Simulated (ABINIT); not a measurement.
# GaAs (F-43m) in ABINIT: further runs

One crystal, GaAs, is run at these levels: PBE, LDA, PBEsol; tasks: single point.

Everything below comes from runs of ABINIT 10.8.3 (patched build). Logs are shortened: lines on timing, memory, paths and dates and some standing lists are left out, and cuts for length are marked. The log counts tension as positive stress, the text compression.

**Measured values to compare with.**

“Evidence of valence band perturbations in GaAsN/GaAs(001): A combined variable-angle spectroscopic ellipsometry and modulated photoreflectance investigation”, 2008, arxiv:0805.2212 reports, for a bulk crystal of GaAs at 300 K: band gap 1.412 ± 0.01 eV (direct); band gap 1.418 ± 0.005 eV (direct).

How close the calculation comes is told below.

## Step 1: The structure

The structure is cubic, space group F-43m (No. 216). The conventional cell has a = 5.654 Å, b = 5.654 Å, c = 5.654 Å, α = 90.00°, β = 90.00°, γ = 90.00°. As (site symmetry -43m) is surrounded by 4 Ga at 2.45 Å. Ga (site symmetry -43m) is surrounded by 4 As at 2.45 Å.

## Step 2: Single point, PBE

Input file run.abi:

```
# Pseudopotentials
pp_dirpath "./"
pseudos "33_As_15_1.8_2.1_pbe_n_v1.0.psp8, 31_Ga_13_1.9_2.4_pbe_n_v1.0.psp8"

# Structure
acell 3*1.0 Angstrom
rprim
     0.0000000000     2.8268500000     2.8268500000
     2.8268500000     0.0000000000     2.8268500000
     2.8268500000     2.8268500000     0.0000000000
ntypat 2
znucl 33 31
natom 2
typat 1 2
xred
     0.7500000000     0.7500000000     0.7500000000
     0.0000000000     0.0000000000     0.0000000000

# Plane-wave basis
ecut 816.341587 eV

# k points
kptopt 1
ngkpt 6 6 6
nshiftk 1
shiftk 0.0 0.0 0.0

# Exchange and correlation
ixc 11

# Bands and occupations
nband 18
occopt 3
tsmear 0.05 eV

# SCF cycle
nstep 100
tolvrs 1.0e-10

# Output
iomode 3
prtwf 0
prtden 0
prteig 0
prtebands 0
enunit 1
```

Potentials or basis: SPMS NC PBE v1.0.

Run with:

```bash
abinit run.abi > log 2>&1
```

run.abo:

```text
.Version 10.8.3 of ABINIT
 Symmetries : space group F-4 3 m (#216); Bravais cF (face-center cubic)
================================================================================
 Values of the parameters that define the memory need of the present run
     intxc =       0    ionmov =       0      iscf =       7    lmnmax =       6
     lnmax =       6     mgfft =      40  mpssoang =       3    mqgrid =    3001
     natom =       2  nloc_mem =       1    nspden =       1   nspinor =       1
    nsppol =       1      nsym =      24    n1xccc =    2501    ntypat =       2
    occopt =       3   xclevel =       2
       mpw =        2406          nfft =       64000          nkpt =          16
================================================================================
================================================================================

--------------------------------------------------------------------------------
------------- Echo of variables that govern the present computation ------------
--------------------------------------------------------------------------------
 -outvars: echo values of preprocessed input variables --------
            acell      1.8897261259E+00  1.8897261259E+00  1.8897261259E+00 Bohr
              amu      7.49215900E+01  6.97230000E+01
             ecut      3.00000000E+01 Hartree
           enunit           1
              ixc          11
         kptrlatt        6    0    0      0    6    0      0    0    6
          kptrlen      4.53281381E+01
            natom           2
            nband          18
            ngfft          40      40      40
             nkpt          16
            nstep         100
             nsym          24
           ntypat           2
           occopt           3
           prtden           0
        prtebands           0
           prteig           0
            prtwf           0
            rprim      0.0000000000E+00  2.8268500000E+00  2.8268500000E+00
                       2.8268500000E+00  0.0000000000E+00  2.8268500000E+00
                       2.8268500000E+00  2.8268500000E+00  0.0000000000E+00
          spgroup         216
           tolvrs      1.00000000E-10
           tsmear      1.83746611E-03 Hartree
            typat      1  2
           xangst      4.2402750000E+00  4.2402750000E+00  4.2402750000E+00
                       0.0000000000E+00  0.0000000000E+00  0.0000000000E+00
            xcart      8.0129584485E+00  8.0129584485E+00  8.0129584485E+00
                       0.0000000000E+00  0.0000000000E+00  0.0000000000E+00
             xred      7.5000000000E-01  7.5000000000E-01  7.5000000000E-01
                       0.0000000000E+00  0.0000000000E+00  0.0000000000E+00
            znucl       33.00000   31.00000

================================================================================

 chkinp: Checking input parameters for consistency.

================================================================================
== DATASET  1 ==================================================================

--- !DatasetInfo
iteration_state: {dtset: 1, }
dimensions: {natom: 2, nkpt: 16, mband: 18, nsppol: 1, nspinor: 1, nspden: 1, mpw: 2406, }
cutoff_energies: {ecut:  30.0, pawecutdg:  -1.0, }
electrons: {nelect:   2.80000000E+01, charge:   0.00000000E+00, occopt:   3.00000000E+00, tsmear:   1.83746611E-03, }
meta: {optdriver: 0, ionmov: 0, optcell: 0, iscf: 7, paral_kgb: 0, }
...

 Exchange-correlation functional for the present dataset will be:
  GGA: Perdew-Burke-Ernzerhof functional - ixc=11
  J.P.Perdew, K.Burke, M.Ernzerhof, PRL 77, 3865 (1996)

 Real(R)+Recip(G) space primitive vectors, cartesian coordinates (Bohr,Bohr^-1):
 R(1)=  0.0000000  5.3419723  5.3419723  G(1)= -0.0935984  0.0935984  0.0935984
 R(2)=  5.3419723  0.0000000  5.3419723  G(2)=  0.0935984 -0.0935984  0.0935984
 R(3)=  5.3419723  5.3419723  0.0000000  G(3)=  0.0935984  0.0935984 -0.0935984
 Unit cell volume ucvol=  3.0488418E+02 bohr^3
 Angles (23,13,12)=  6.00000000E+01  6.00000000E+01  6.00000000E+01 degrees

 getcut: wavevector=  0.0000  0.0000  0.0000  ngfft=  40  40  40
         ecut(hartree)=     30.000   => boxcut(ratio)=   2.14742

--- Pseudopotential description ------------------------------------------------
- pspini: atom type   1  psp file is ./33_As_15_1.8_2.1_pbe_n_v1.0.psp8
    8   11    2    4       600   0.00000      pspcod,pspxc,lmax,lloc,mmax,r2well
    5.99000000000000    5.00000000000000    0.00000000000000   rchrg,fchrg,qchrg
     nproj     2     2     2
     extension_switch     1

- pspini: atom type   2  psp file is ./31_Ga_13_1.9_2.4_pbe_n_v1.0.psp8
    8   11    2    4       600   0.00000      pspcod,pspxc,lmax,lloc,mmax,r2well
    5.99000000000000    5.00000000000000    0.00000000000000   rchrg,fchrg,qchrg
     nproj     2     2     2
     extension_switch     1

   1.82436320E+03                                ecore*ucvol(ha*bohr**3)
--------------------------------------------------------------------------------

================================================================================

--- !BeginCycle
iteration_state: {dtset: 1, }
solver: {iscf: 7, nstep: 100, nline: 4, wfoptalg: 0, }
tolerances: {tolvrs: 1.00E-10, }
...

     iter   Etot(hartree)      deltaE(h)  residm     vres2
 ETOT  1  -171.48018045072    -1.715E+02 6.594E-01 5.122E+02
 ETOT  2  -172.70653317366    -1.226E+00 1.707E-02 6.242E+02
 ETOT  3  -172.80076199929    -9.423E-02 9.471E-04 8.922E+01
 ETOT  4  -172.81189267770    -1.113E-02 6.752E-04 2.569E+01
 ETOT  5  -172.81623080618    -4.338E-03 7.580E-05 3.087E-01
 ETOT  6  -172.81628772388    -5.692E-05 6.287E-05 1.963E-04
 ETOT  7  -172.81628777076    -4.688E-08 5.502E-06 1.455E-04
 ETOT  8  -172.81628779054    -1.978E-08 1.391E-05 1.193E-05
 ETOT  9  -172.81628779255    -2.007E-09 1.842E-06 6.496E-08
 ETOT 10  -172.81628779255    -5.798E-12 5.873E-06 5.868E-10
 ETOT 11  -172.81628779256    -4.320E-12 8.083E-07 3.181E-11

 At SCF step   11       vres2   =  3.18E-11 < tolvrs=  1.00E-10 =>converged.

 Cartesian components of stress tensor (hartree/bohr^3)
  sigma(1 1)= -8.40489754E-05  sigma(3 2)=  0.00000000E+00
  sigma(2 2)= -8.40489754E-05  sigma(3 1)=  0.00000000E+00
  sigma(3 3)= -8.40489754E-05  sigma(2 1)=  0.00000000E+00

--- !ResultsGS
iteration_state: {dtset: 1, }
comment   : Summary of ground state results
lattice_vectors:
- [  0.0000000,   5.3419723,   5.3419723, ]
- [  5.3419723,   0.0000000,   5.3419723, ]
- [  5.3419723,   5.3419723,   0.0000000, ]
lattice_lengths: [   7.55469,    7.55469,    7.55469, ]
lattice_angles: [ 60.000,  60.000,  60.000, ] # degrees, (23, 13, 12)
lattice_volume:   3.0488418E+02
convergence: {deltae: -4.320E-12, res2:  3.181E-11, residm:  8.083E-07, diffor: null, }
etotal    :  -1.72816288E+02
entropy   :   0.00000000E+00
fermie    :   1.37732227E-01
cartesian_stress_tensor: # hartree/bohr^3
- [ -8.40489754E-05,   0.00000000E+00,   0.00000000E+00, ]
- [  0.00000000E+00,  -8.40489754E-05,   0.00000000E+00, ]
- [  0.00000000E+00,   0.00000000E+00,  -8.40489754E-05, ]
pressure_GPa:   2.4728E+00
xred      :
- [  7.5000E-01,   7.5000E-01,   7.5000E-01, As]
- [  0.0000E+00,   0.0000E+00,   0.0000E+00, Ga]
cartesian_forces: # hartree/bohr
- [  8.06487214E-28,   8.06487214E-28,  -2.41946164E-27, ]
- [ -8.06487214E-28,  -8.06487214E-28,   2.41946164E-27, ]
force_length_stats: {min:   2.67481549E-27, max:   2.67481549E-27, mean:   2.67481549E-27, }
...

 Integrated electronic density in atomic spheres:
 ------------------------------------------------
 Atom  Sphere_radius  Integrated_density
    1        2.00000         12.37637369
    2        2.00000         10.81521241
================================================================================

 ----iterations are completed or convergence reached----

 Mean square residual over all n,k,spin=   37.940E-10; max=  80.826E-08
 reduced coordinates (array xred) for    2 atoms
       0.750000000000      0.750000000000      0.750000000000
       0.000000000000      0.000000000000      0.000000000000
 rms dE/dt=  1.2186E-26; max dE/dt=  1.7233E-26; dE/dt below (all hartree)
    1       0.000000000000      0.000000000000      0.000000000000
    2      -0.000000000000     -0.000000000000      0.000000000000

 cartesian coordinates (angstrom) at end:
    1      4.24027500000000     4.24027500000000     4.24027500000000
    2      0.00000000000000     0.00000000000000     0.00000000000000

 cartesian forces (hartree/bohr) at end:
    1      0.00000000000000     0.00000000000000    -0.00000000000000
    2     -0.00000000000000    -0.00000000000000     0.00000000000000
 frms,max,avg= 1.5443054E-27 2.4194616E-27   0.000E+00  0.000E+00  0.000E+00 h/b

 cartesian forces (eV/Angstrom) at end:
    1      0.00000000000000     0.00000000000000    -0.00000000000000
    2     -0.00000000000000    -0.00000000000000     0.00000000000000
 frms,max,avg= 7.9411379E-26 1.2441372E-25   0.000E+00  0.000E+00  0.000E+00 e/A
 length scales=  1.889726125908  1.889726125908  1.889726125908 bohr
              =  1.000000000000  1.000000000000  1.000000000000 angstroms
 Fermi (or HOMO) energy (eV) =   3.74788   Average Vxc (eV)= -10.06755
 Eigenvalues (   eV  ) for nkpt=  16  k points:
 kpt#   1, nband= 18, wtk=  0.00463, kpt=  0.0000  0.0000  0.0000 (reduced coord)
 -31.75116  -31.75116  -31.75116  -31.73972  -31.73972  -11.38003  -11.38003  -11.38003
 -11.30235  -11.30235   -9.26510    3.46406    3.46406    3.46406    3.97631    7.20792
   7.20792    7.20792
 prteigrs : prtvol=0 or 1, do not print more k-points.

--- !EnergyTerms
iteration_state     : {dtset: 1, }
comment             : Components of total free energy in Hartree
kinetic             :  1.19086018672485E+02
hartree             :  5.07797896414810E+01
xc                  : -4.02903466043279E+01
Ewald energy        : -9.91764168217229E+01
psp_core            :  5.98379093962176E+00
local_psp           : -1.28445503807161E+02
non_local_psp       : -8.07536176680090E+01
internal            : -1.72816285647633E+02
'-kT*entropy'       : -2.14492283429687E-06
total_energy        : -1.72816287792556E+02
total_energy_eV     : -4.70257075671985E+03
band_energy         : -1.63725817158006E+01
...

 Cartesian components of stress tensor (hartree/bohr^3)
  sigma(1 1)= -8.40489754E-05  sigma(3 2)=  0.00000000E+00
  sigma(2 2)= -8.40489754E-05  sigma(3 1)=  0.00000000E+00
  sigma(3 3)= -8.40489754E-05  sigma(2 1)=  0.00000000E+00

-Cartesian components of stress tensor (GPa)         [Pressure=  2.4728E+00 GPa]
- sigma(1 1)= -2.47280623E+00  sigma(3 2)=  0.00000000E+00
- sigma(2 2)= -2.47280623E+00  sigma(3 1)=  0.00000000E+00
- sigma(3 3)= -2.47280623E+00  sigma(2 1)=  0.00000000E+00

== END DATASET(S) ==============================================================
================================================================================

 -outvars: echo values of variables after computation  --------
            acell      1.8897261259E+00  1.8897261259E+00  1.8897261259E+00 Bohr
           etotal     -1.7281628779E+02
            fcart      8.0648721406E-28  8.0648721406E-28 -2.4194616422E-27
                      -8.0648721406E-28 -8.0648721406E-28  2.4194616422E-27
            rprim      0.0000000000E+00  2.8268500000E+00  2.8268500000E+00
                       2.8268500000E+00  0.0000000000E+00  2.8268500000E+00
                       2.8268500000E+00  2.8268500000E+00  0.0000000000E+00
           strten     -8.4048975408E-05 -8.4048975408E-05 -8.4048975408E-05
                       0.0000000000E+00  0.0000000000E+00  0.0000000000E+00
           xangst      4.2402750000E+00  4.2402750000E+00  4.2402750000E+00
                       0.0000000000E+00  0.0000000000E+00  0.0000000000E+00
             xred      7.5000000000E-01  7.5000000000E-01  7.5000000000E-01
                       0.0000000000E+00  0.0000000000E+00  0.0000000000E+00
 Calculation completed.
```

Run time: 19 s. Hardware: 1 thread of Arm Neoverse V2, shared host; peak memory 0.08 GiB.

Results:

```
Free energy                                           : -4702.5708 eV
Band gap on the k mesh                                : 0.51 eV, direct
Valence electrons inside the program's atomic spheres : As 12.38; Ga 10.82
```

Caveat: the cutoff is too short for stress, so the log's stress isn't used.

## Step 3: Single point, LDA

Input file run.abi:

```
# Pseudopotentials
pp_dirpath "./"
pseudos "As.upf, Ga.upf"

# Structure
acell 3*1.0
rprim
     0.0000000000     5.3419722954     5.3419722954
     5.3419722954     0.0000000000     5.3419722954
     5.3419722954     5.3419722954     0.0000000000
ntypat 2
znucl 33 31
natom 2
typat 1 2
xred
     0.7500000000     0.7500000000     0.7500000000
     0.0000000000     0.0000000000     0.0000000000

# Plane-wave basis
ecut 36.0

# k points
kptopt 1
ngkpt 6 6 6
nshiftk 1
shiftk 0.0 0.0 0.0

# Exchange and correlation
ixc 7

# Bands and occupations
nband 18
occopt 3
tsmear 0.00183747

# SCF cycle
nstep 100
tolvrs 1.0e-10

# Output
iomode 3
prtwf 0
prtden 0
prteig 0
prtebands 0
enunit 1
```

Potentials or basis: PseudoDojo NC SR LDA v0.4.1 standard.

Run with:

```bash
abinit run.abi > log 2>&1
```

It took 40 s on 1 thread of Arm Neoverse V1, shared host; peak memory 0.08 GiB.

Results (log left out):

| Property | Result |
| --- | --- |
| Free energy | -4962.2347 eV |
| Band gap on the k mesh | 0.28 eV, direct |
| Valence electrons inside the program's atomic spheres | As 12.39; Ga 10.84 |

Levels at points of the mesh, in eV from the valence-band top:
| k point | band 10 | band 11 | band 12 | band 13 | band 14 | band 15 | band 16 | band 17 | band 18 |
| --- | --- | --- | --- | --- | --- | --- | --- | --- | --- |
| (0.00, 0.00, 0.00) | -14.84 | -12.79 | 0.00 | 0.00 | 0.00 | 0.28 | 3.69 | 3.69 | 3.69 |
| (0.50, 0.00, 0.00) | -14.84 | -11.03 | -6.70 | -1.14 | -1.14 | 0.84 | 4.60 | 4.60 | 7.58 |
| (0.50, 0.50, 0.00) | -14.83 | -10.29 | -6.88 | -2.69 | -2.69 | 1.35 | 1.56 | 10.04 | 10.04 |

Caveat: the cutoff is too short for stress, so the log's stress isn't used.

## Step 4: Single point, PBEsol

Input file run.abi:

```
# Pseudopotentials
pp_dirpath "./"
pseudos "As.upf, Ga.upf"

# Structure
acell 3.9977696088 3.9977696088 3.9977696088 Angstrom
rprim
     0.0000000000     0.7071067812     0.7071067812
     0.7071067812     0.0000000000     0.7071067812
     0.7071067812     0.7071067812     0.0000000000
ntypat 2
znucl 33 31
natom 2
typat 1 2
xcart
     4.2402750000     4.2402750000     4.2402750000
     0.0000000000     0.0000000000     0.0000000000 Angstrom

# Plane-wave basis
ecut 38.0

# k points
kptopt 1
ngkpt 6 6 6
nshiftk 1
shiftk 0.0 0.0 0.0

# Exchange and correlation
ixc -116133

# Bands and occupations
nband 18
occopt 3
tsmear 0.00183747

# SCF cycle
nstep 100
tolvrs 1.0e-10

# Output
iomode 3
prtwf 0
prteig 0
prtebands 0
enunit 2
prtvol 2
prtden 1
prtvha 1
prtvclmb 1
prtpot 1
prtelf 1
```

Potentials or basis: PseudoDojo NC SR PBEsol v0.4.1 standard.

Run with:

```bash
mpirun --bind-to none -np 4 abinit run.abi > log 2>&1
```

Wall time 13 s (4 MPI ranks of Arm Neoverse V2, shared host); peak memory 0.32 GiB.

The run converged. Its results:

* Free energy: -4960.8022 eV
* Pressure: -0.8 GPa
* Band gap on the k mesh: 0.44 eV, direct
* Valence electrons inside the program's atomic spheres: As 12.37; Ga 10.82

Levels at points of the mesh, in eV from the valence-band top:
```
           k point  band 10  band 11  band 12  band 13  band 14  band 15  band 16  band 17  band 18
(0.00, 0.00, 0.00)   -14.74   -12.75     0.00     0.00     0.00     0.44     3.70     3.70     3.70
(0.50, 0.00, 0.00)   -14.73   -10.98    -6.67    -1.15    -1.15     0.93     4.59     4.59     7.59
(0.50, 0.50, 0.00)   -14.72   -10.24    -6.84    -2.69    -2.69     1.35     1.58    10.13    10.13
```

## Step 5: Summary

| level | potentials or basis | cutoff (eV) | gap on the mesh (eV) |
| --- | --- | --- | --- |
| PBE | SPMS NC PBE v1.0 | 816 | 0.51 |
| LDA | PseudoDojo NC SR LDA v0.4.1 standard | 980 | 0.28 |
| PBEsol | PseudoDojo NC SR PBEsol v0.4.1 standard | 1034 | 0.44 |

Alike in all rows: task single point; no spin polarisation; cell as given; k mesh 6 × 6 × 6; smearing fermi-dirac 0.05 eV.

Absolute energies hang on the potentials; compare differences alone.

## Step 6: Against experiment

Step 2. Against the measured gap of GaAs, 1.412 eV (direct; 300 K; “Evidence of valence band perturbations in GaAsN/GaAs(001): A combined variable-angle spectroscopic ellipsometry and modulated photoreflectance investigation”, 2008, arxiv:0805.2212), the calculated 0.51 eV is off by -0.90 eV. 3 values of this kind are on record (1.412 to 1.51 eV); this one was drawn at random among those near their median, those with a stated uncertainty first. Spin-orbit coupling on As, Ga is left out. The value is that of PBE on a finite k mesh, which can miss the band edges, without temperature or zero-point motion. Semilocal functionals fall short of measured gaps as a rule.

Step 3. A measured gap of GaAs is 1.412 eV (direct; 300 K; “Evidence of valence band perturbations in GaAsN/GaAs(001): A combined variable-angle spectroscopic ellipsometry and modulated photoreflectance investigation”, 2008, arxiv:0805.2212); the calculated 0.28 eV misses it by -1.14 eV. So large a miss can be the level of theory's own, or it may mean another phase, state or a wrong row. 3 values of this kind are on record (1.412 to 1.51 eV); this one was drawn at random among those near their median, those with a stated uncertainty first. Spin-orbit coupling on As, Ga is left out. The value is that of LDA, without temperature or zero-point motion. Semilocal functionals fall short of measured gaps as a rule.

Step 4. Measured gap of GaAs: 1.418 eV (direct; 300 K; “Evidence of valence band perturbations in GaAsN/GaAs(001): A combined variable-angle spectroscopic ellipsometry and modulated photoreflectance investigation”, 2008, arxiv:0805.2212). This calculation gives 0.44 eV (-0.98 eV). 3 values of this kind are on record (1.412 to 1.51 eV); this one was drawn at random among those near their median, those with a stated uncertainty first. Spin-orbit coupling on As, Ga is left out. The value is that of PBEsol on a finite k mesh, which can miss the band edges, without temperature or zero-point motion. Semilocal functionals fall short of measured gaps as a rule.
